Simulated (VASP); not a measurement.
Elastic constants (GPa) of a crystal from LDA (Ceperley-Alder, Perdew-Zunger), VASP's LDA PAW potentials (set 64) (VASP 6.6.1):

```
      xx    yy    zz    yz    xz    xy
--  ----  ----  ----  ----  ----  ----
xx  59.1  11.3  11.3   0.0   0.0   0.0
yy  11.3  59.1  11.3   0.0   0.0   0.0
zz  11.3  11.3  59.1   0.0   0.0   0.0
yz   0.0   0.0   0.0  10.2   0.0   0.0
xz   0.0   0.0   0.0   0.0  10.2   0.0
xy   0.0   0.0   0.0   0.0   0.0  10.2
```

**Question.** Work out the Voigt, Reuss and Hill moduli, Young's modulus and Poisson's ratio.

**Answer.** All eigenvalues are positive (smallest 10.2 GPa), so the crystal is stable. K_V = (C11+C22+C33+2(C12+C13+C23))/9 = (177.3 + 2×33.9)/9 = 27.2 GPa; G_V = (177.3 − 33.9 + 3×30.6)/15 = 15.7 GPa. From the compliances, K_R = 27.2 GPa and G_R = 13.2 GPa. Hill: K = 27.2 GPa, G = 14.5 GPa, E = 9KG/(3K+G) = 36.9 GPa, ν = (3K−2G)/(2(3K+G)) = 0.274. K/G = 1.88, above Pugh's 1.75; universal anisotropy A^U = 0.92.

**Question.** With a density of 3.54 g/cm³, what are the mean sound speeds?

**Answer.** v_l = √((K+4G/3)/ρ) = 3.62 km/s and v_t = √(G/ρ) = 2.02 km/s. The crystal is NaBr (rock salt), cubic.

The compound is NaBr in the rock salt structure. It was relaxed first, which changed the volume by -9 %.
